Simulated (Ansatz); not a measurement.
# SiC: the change of energy less free atoms and pressure with volume scale

All results are calculated (Ansatz 0.2.0). Periodic Kohn-Sham DFT of a crystal at fixed atoms, scaled to volume_scale times the given cell; pressure positive in compression, energy less spherical unpolarised free atoms, largest_vzz the field gradient of largest size among the nuclei.

The cell before it is scaled or strained (space group Fm-3m, No. 225):
```
CELL_PARAMETERS angstrom
0.00000 2.02970 2.02970
2.02970 0.00000 2.02970
2.02970 2.02970 0.00000
ATOMIC_POSITIONS crystal
Si 0.00000 0.00000 0.00000
C 0.50000 0.50000 0.50000
```

Settings of every row: method all-electron LAPW; functional PBE; relativity scalar; k mesh 13x13x13; filling fermi-dirac; smearing width 0.05 eV; basis error target 0.25 meV/atom; nucleus gaussian.

Atom start moment: 0 on all atoms.

Limits: the cell comes from a prototype or a list of computed structures and needn't be the stable phase.

```csv
row,volume scale,V (Å³/atom),energy less free atoms (eV/atom),pressure (GPa)
1,0.96,8.027,-6.7766,10.694
2,0.98,8.194,-6.7848,5.265
3,1,8.361,-6.7877,0.221
4,1.02,8.529,?,?
5,1.04,8.696,-6.7781,-9.059
```

Question: what energy less free atoms and pressure should row 4 give?

Worked fit of energy less free atoms. Take u = (V_r/V)^(2/3) − 1 with V_r = 8.2775 Å³ an atom, which is twice the finite (Eulerian) strain; such expansions in the strain, on which the Birch-Murnaghan equation of state is built, carry the rest volume and the bulk modulus. The shown rows have u = 0.0207, 0.00678, -0.00667, -0.03235. Least squares give energy less free atoms = −6.78693 + 0.1992 × u + 14.585 × u² eV/atom; a straight line predicts inner rows, each left out in turn, worse (root mean square 0.0064 against 0.00023 eV/atom). The rows lie off it by 0.0000, 0.0001, -0.0001, 0.0000. The withheld row has u = -0.01976, so the fit gives −6.78693 + 0.1992 × (-0.01976) + 14.585 × (-0.01976)² = -6.7852 eV/atom.

The calculation gave -6.7853 eV/atom. The fit lies 0.0001 eV/atom (0.9 % of the column's range) above it, one unit of the last digit.

Worked fit of pressure. Take u = (V_r/V)^(2/3) − 1 with V_r = 8.2775 Å³ an atom, which is twice the finite (Eulerian) strain; such expansions in the strain, on which the Birch-Murnaghan equation of state is built, carry the rest volume and the bulk modulus. The shown rows have u = 0.0207, 0.00678, -0.00667, -0.03235. Least squares give pressure = 2.7052 + 377.045 × u + 416.01 × u² GPa; a straight line predicts inner rows, each left out in turn, worse (root mean square 0.18 against 0.032 GPa). The rows lie off it by 0.006, -0.016, 0.012, -0.002 (root mean square 0.01 GPa). The pressure vanishes at u = -0.0072, or V = 8.368 Å³ an atom, and there the bulk modulus at fixed shape and fractions is B = −V dP/dV = (2/3)(1 + u) dP/du = 246 GPa. The withheld row has u = -0.01976, so the fit gives 2.7052 + 377.045 × (-0.01976) + 416.01 × (-0.01976)² = -4.583 GPa.

The calculation gave -4.659 GPa. The fit lies 0.076 GPa (1.6 % of the value, 0.38 % of the column's range) above it; its largest miss of a shown row is 0.016 GPa.
